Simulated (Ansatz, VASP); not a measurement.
# Cu: VASP beside Ansatz

Contents of INCAR:

```
SYSTEM = Cu
PREC = Accurate ; ENCUT = 520
EDIFF = 1E-7 ; ISMEAR = -1
SIGMA = 0.05 ; LREAL = .False.
LASPH = .True. ; NELM = 60
ALGO = Normal ; ISIF = 2
LWAVE = .False. ; LCHARG = .False.
METAGGA = R2SCAN ; LMIXTAU = .True.
```

Contents of KPOINTS:

```
Automatic mesh
0
Gamma
  13 13 13
  0 0 0
```

File POSCAR:

```
Cu
1.0
    0.0000000000      1.7830713297      1.7830713297
    1.7830713297      0.0000000000      1.7830713297
    1.7830713297      1.7830713297      0.0000000000
Cu
1
Direct
    0.0000000000      0.0000000000      0.0000000000
```

Contents of input.yaml:

```yaml
crystal:
  lattice:
    - [0.0, 1.7830713297, 1.7830713297]
    - [1.7830713297, 0.0, 1.7830713297]
    - [1.7830713297, 1.7830713297, 0.0]
  atoms:
    - { symbol: Cu, position: [0.0, 0.0, 0.0] }
hamiltonian:
  xc: r2scan
  pseudopotentials: { kind: paw }
kpoints:
  mp_grid: { grid: [13, 13, 13] }
scf:
  occupations: { method: fermi_dirac, width: 0.05 }
output:
  forces: true
  stress: true
  eigenvalues: true
```

Change from the starting cell: volume scaled by 0.96.

Alike in both runs: task single point; functional r2SCAN; k mesh 13 × 13 × 13; occupations fermi-dirac, width 0.05 eV; no spin polarisation.

|  | VASP | Ansatz |
| --- | --- | --- |
| version | VASP 6.6.1 | Ansatz 0.2.0 |
| potentials or method | VASP PAW PBE potentials, release 64 (Cu) | Ansatz PAW |
| plane-wave cutoff (eV) | 520 | 500 |
| valence electrons in the cell | 11 | 19 |

VASP gave:

```
gap on the k mesh at the Fermi level (eV) : none
pressure (GPa)                            : 2.0
```

Q: Estimate Ansatz's values.

A: gap on the k mesh at the Fermi level (eV): none; pressure (GPa): 1.4.

A gap of «none» marks a metal or a gap that the smearing closes. The two sets of potentials don't hold the same shells in valence.

Caveats: the PAW data sets were made with another functional, which shifts forces and pressure a little (VASP); the PAW data sets come from PBE, with cores solved anew for the run's functional, which leaves a small shift of forces and pressure (Ansatz).
